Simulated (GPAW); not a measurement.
# TaAs (I4_1md) in GPAW: single point with PBEsol

Aim: the single point of TaAs with PBEsol.

Program: GPAW 26.7.0. These are calculated values, not measurements. Logs are shortened: lines on timing, memory, paths and dates and some standing lists are left out, and cuts for length are marked. The log counts tension as positive stress, the text compression.

## Step 1: The undisturbed crystal

Symmetry: I4_1md, No. 109, tetragonal system. Conventional cell: a = 3.444 Å, b = 3.444 Å, c = 11.736 Å, α = 90.00°, β = 90.00°, γ = 90.00°. Around Ta (site symmetry 2mm) lie 6 As at 2.61 to 2.62 Å. As (site symmetry 2mm) has 6 Ta at 2.61 to 2.62 Å as nearest neighbours.

The cell is a database's computed one.

## Step 2: Single point, PBEsol (atoms moved at random, drawn with an rms of 0.05 Å)

File run.py:

```python
from ase import Atoms
from ase.dft.bandgap import bandgap
from ase.io import write
from ase.units import GPa
from ase.parallel import parprint
from gpaw import GPAW, PW, setup_paths

setup_paths.insert(0, '.')

atoms = Atoms(['Ta', 'Ta', 'As', 'As'],
              cell=[[-1.7218133622, 1.7218133622, 5.8679415361],
                    [1.7218133622, -1.7218133622, 5.8679415361],
                    [1.7218133622, 1.7218133622, -5.8679415361]],
              scaled_positions=[[0.493628, 0.486428, -0.015519],
                                [0.241213, 0.749235, 0.494412],
                                [0.087309, 0.07299, -0.001321],
                                [0.82544, 0.322848, 0.487414]],
              pbc=True)

calc = GPAW(mode=PW(600),
            xc='PBEsol',
            kpts={'size': (11, 11, 11), 'gamma': True},
            occupations={'name': 'fermi-dirac', 'width': 0.05},
            nbands=34,
            convergence={'density': 1e-05, 'energy': 1e-05},
            maxiter=150,
            txt='gpaw.txt')
atoms.calc = calc
energy = atoms.get_potential_energy()
forces = atoms.get_forces()
stress = atoms.get_stress()
calc.write('gs.gpw')
write('result.traj', atoms)
parprint(f'Energy: {energy:.6f} eV')
parprint('Forces (eV/A):')
parprint(forces.round(4))
parprint('Stress (GPa):', (stress / GPa).round(3))
parprint('Fermi level:', round(calc.get_fermi_level(), 4), 'eV')
parprint(f'Gap: {bandgap(calc)[0]:.4f} eV, direct: {bandgap(calc, direct=True)[0]:.4f} eV')
```

Potentials or basis: PAW data sets generated in the run's folder for this functional, pw.

On the command line:

```sh
gpaw-setup -f PBEsol As Ta
OMP_NUM_THREADS=1 mpirun -n 4 gpaw python run.py
```

gpaw.txt:

```text
__  _  _
 | _ |_)|_||  |
 |__||  | ||/\| - 26.7.0

Input parameters:
  mode=PW(ecut=600.0),
  convergence={'density': 1e-05, 'energy': 1e-05},
  kpts=MonkhorstPack(size=(11, 11, 11), gamma=True),
  maxiter=150,
  nbands=34,
  occupations=Occupations(name='fermi-dirac', width=0.05),
  xc=XC(name='PBEsol')

Diagonalizing LCAO Hamiltonian
Converting LCAO to pw mode

       Ta
        As

            Ta

       As

Atoms  # Å, Bohr magnetons
|   | symbol |         x |         y |        z |    initial magnetic moments |
|---|--------|-----------|-----------|----------|-----------------------------|
| 0 |     Ta | -0.039118 | -0.014324 | 5.841976 | ( 0.0000,  0.0000,  0.0000) |
| 1 |     Ta |  1.726004 | -0.023434 | 2.910710 | ( 0.0000,  0.0000,  0.0000) |
| 2 |     As | -0.026929 |  0.022380 | 0.948377 | ( 0.0000,  0.0000,  0.0000) |
| 3 |     As | -0.026134 |  1.704606 | 3.877970 | ( 0.0000,  0.0000,  0.0000) |

Unit cell  # Å
| periodic |         x |         y |         z |  lengths |     angles |
|----------|-----------|-----------|-----------|----------|------------|
|      yes | -1.721813 |  1.721813 |  5.867942 | 6.353111 | 148.550184 |
|      yes |  1.721813 | -1.721813 |  5.867942 | 6.353111 | 148.550184 |
|      yes |  1.721813 |  1.721813 | -5.867942 | 6.353111 |  45.073836 |

Number of symmetries: 1
Symmetry operations  # r_c * U_cc + t_c -> r_c
|   | kind |            matrix            |
|---|------|------------------------------|
| 0 |  E   |  1, 0, 0,  0, 1, 0,  0, 0, 1 |

BZ-sampling:
  Number of BZ points: 1331
  Number of IBZ points: 666

  Monkhorst-Pack size: [11, 11, 11]
  Monkhorst-Pack shift: [0, 0, 0]

K-points  # in reciprocal-cell coordinates
|     |                                coordinates |     weight |
|-----|--------------------------------------------|------------|
|   0 | (  0.00000000,   0.00000000,   0.00000000) | 0.00075131 |
|   1 | (  0.00000000,   0.00000000,   0.09090909) | 0.00150263 |
|   2 | (  0.00000000,   0.00000000,   0.18181818) | 0.00150263 |
|   3 | (  0.00000000,   0.00000000,   0.27272727) | 0.00150263 |
|   4 | (  0.00000000,   0.00000000,   0.36363636) | 0.00150263 |
|   5 | (  0.00000000,   0.00000000,   0.45454545) | 0.00150263 |
|   6 | (  0.00000000,   0.09090909,  -0.45454545) | 0.00150263 |
|   7 | (  0.00000000,   0.09090909,  -0.36363636) | 0.00150263 |
|   8 | (  0.00000000,   0.09090909,  -0.27272727) | 0.00150263 |
|   9 | (  0.00000000,   0.09090909,  -0.18181818) | 0.00150263 |
| ... |                                            |            |
| 665 | (  0.45454545,   0.45454545,   0.45454545) | 0.00150263 |

Plane wave coefficients: 2348
Cutoff: 600.0 eV

Spin-components: 1 (collinear spins)
Bands:           34
Projectors:      22
Spin-degeneracy: 2
Datatype:        complex128

Parallelization:
  kpt:    4
  domain: 1
  band:   1

Density:
  Valence electrons: 36.0
  Components: 1
  Grid points: [36 36 36]
  Charge: 0.0  # |e|

Potential:
  Grid points: [36 36 36]

species:
  Ta:
    name:    Tantalum
    Z:       73.0
    valence: 13
    core:    60
    charge:  0.0  # [|e|]
    compensation charges:
      type: gauss
      rc: 0.42  # [Å]
      lmax: 2
    cutoffs:
      filter: 2.36  # [Å]
      core: 3.45  # [Å]
    projectors
    | kind |    occ | energy [eV] | rcut [Å] |
    |------|--------|-------------|----------|
    |   5s |  2.000 |     -72.818 |    1.365 |
    |   6s |  2.000 |      -5.457 |    1.365 |
    |   5p |  6.000 |     -39.444 |    1.349 |
    |   6p |  0.000 |      -1.369 |    1.349 |
    |   5d |  3.000 |      -3.632 |    1.307 |
    |    d |        |      23.579 |    1.307 |

    Using partial waves for Ta as LCAO basis

  As:
    name:    Arsenic
    Z:       33.0
    valence: 5
    core:    28
    charge:  0.0  # [|e|]
    compensation charges:
      type: gauss
      rc: 0.33  # [Å]
      lmax: 2
    cutoffs:
      filter: 1.87  # [Å]
      core: 2.96  # [Å]
    projectors
    | kind |    occ | energy [eV] | rcut [Å] |
    |------|--------|-------------|----------|
    |   4s |  2.000 |     -14.495 |    1.058 |
    |   4p |  3.000 |      -5.197 |    1.058 |
    |    s |        |      12.716 |    1.058 |
    |    p |        |      22.014 |    1.058 |
    |    d |        |       0.000 |    1.058 |

    Using partial waves for As as LCAO basis

Reference energy: -971011.166776  # eV

eigensolver:
  PPCG
  Converge bands: occupied
  niter=2

density mixing:
  MSR1-Mixer
  Pratt-step length: 0.05
  Maximum mixing coefficient: 0.75
  Old densities: 10
  SVD Regularization: 0.005
  Good broyden scale: 1.0
  Trust region scale: 1.0
  Backstep threshold: 4.0
  History deletion threshold: 6.0
  Fourier metric: weight=20.0, sigma=0.015

occupation numbers:
  Fermi-Dirac:
    width: 0.0500  # eV

poisson solver:
  ecut: 4800.0  # eV

xc functional:
  name: PBEsol with 2 nearest neighbor stencil

convergence criteria:
- Maximum integral of absolute [dens]ity change: 1e-05 electrons / valence electron
- Maximum [total energy] change in last 3 cyles: 1e-05 eV / valence electron
- Maximum integral of absolute [eigenst]ate change: 4e-08 eV^2 / valence electron
maximum number of iterations: 150

SCF iterations
|iter     | |      energy | eigst |  dens |
|---------|-|-------------|-------|-------|
|iter:   1| |  -34.118870 | -0.01 |       |
|iter:   2| |  -34.049817 | -2.72 | -1.23 |
|iter:   3| |  -33.797769 | -1.70 | -1.27 |
|iter:   4| |  -33.807450 | -3.67 | -1.86 |
|iter:   5| |  -33.817601 | -3.66 | -2.19 |
|iter:   6| |  -33.810188 | -4.30 | -2.25 |
|iter:   7| |  -33.810174 | -5.23 | -2.99 |
|iter:   8| |  -33.810174c| -6.89 | -3.77 |
|iter:   9| |  -33.810174c| -7.55c| -4.24 |
|iter:  10| |  -33.810174c| -7.49c| -4.59 |
|iter:  11| |  -33.810174c| -8.16c| -5.16c|

Converged in 11 steps
Energy contributions relative to reference atoms: (reference = -971011.166776)

Energy contributions:
  Kinetic:          35.498712
  Coulomb:         -33.802765
  Zero:             -0.564889
  External:          0.000000
  Xc:              -34.938944
  Entropy:          -0.004577
  Spinorbit:         0.000000
  ----------------------------
  Free energy:     -33.812463
  Extrapolated:    -33.810174

dipole moment: (11.773770, 11.170092, -60.972306)  # |e|*Ang

Fermi level: 11.027
Eigenvalues  # (at kpt = [0.000, 0.000, 0.000])
| band index |      eig [eV] | occ [0-2] |
|------------|---------------|-----------|
|          0 |       -57.126 |     2.000 |
|        ... |               |           |
|         10 |         4.059 |     2.000 |
|         11 |         7.904 |     2.000 |
|         12 |         8.557 |     2.000 |
|         13 |         8.572 |     2.000 |
|         14 |         8.688 |     2.000 |
|         15 |         9.065 |     2.000 |
|         16 |         9.421 |     2.000 |
|         17 |         9.444 |     2.000 |
|         18 |        11.955 |     0.000 |
|         19 |        12.621 |     0.000 |
|         20 |        13.341 |     0.000 |
|         21 |        14.076 |     0.000 |
|         22 |        14.152 |     0.000 |
|         23 |        14.439 |     0.000 |
|         24 |        15.111 |     0.000 |
|         25 |        15.115 |     0.000 |
|        ... |               |           |
|         33 |        23.112 |     0.000 |

No gap
No difference between direct/indirect transitions

Forces  # eV/Ang
|        x |        y |        z |
|----------|----------|----------|
|  0.19883 |  0.28838 |  0.03501 |  # Ta   0
| -0.50476 |  0.10106 |  0.00830 |  # Ta   1
|  0.04689 | -0.38101 | -0.05837 |  # As   2
|  0.25903 | -0.00843 |  0.01499 |  # As   3

Stress tensor  # eV/Ang^3
|         x |         y |        z |
|-----------|-----------|----------|
|  0.017863 | -0.000171 | 0.003705 |
| -0.000171 |  0.017987 | 0.005192 |
|  0.003705 |  0.005192 | 0.022290 |

# Writing to gs.gpw (mode='')
```

Run time: 8.1 min. Hardware: 4 MPI ranks of Arm Neoverse V2, shared host; peak memory 0.52 GiB.

What came out:

```yaml
Free_energy: -33.8125 eV
Pressure: -3.1 GPa
Largest_force: 0.515 eV/Å
Band_gap_on_the_k_mesh: none (metal or under the smearing width)
```

Forces in eV/Å, atoms in the order of the input:
```
Ta   0.199  0.288  0.035
Ta  -0.505  0.101  0.008
As   0.047 -0.381 -0.058
As   0.259 -0.008  0.015
```

Caveat: the program warned that so skewed a cell can give wrong results. The run has no spin-orbit coupling, so splittings on Ta are missing.
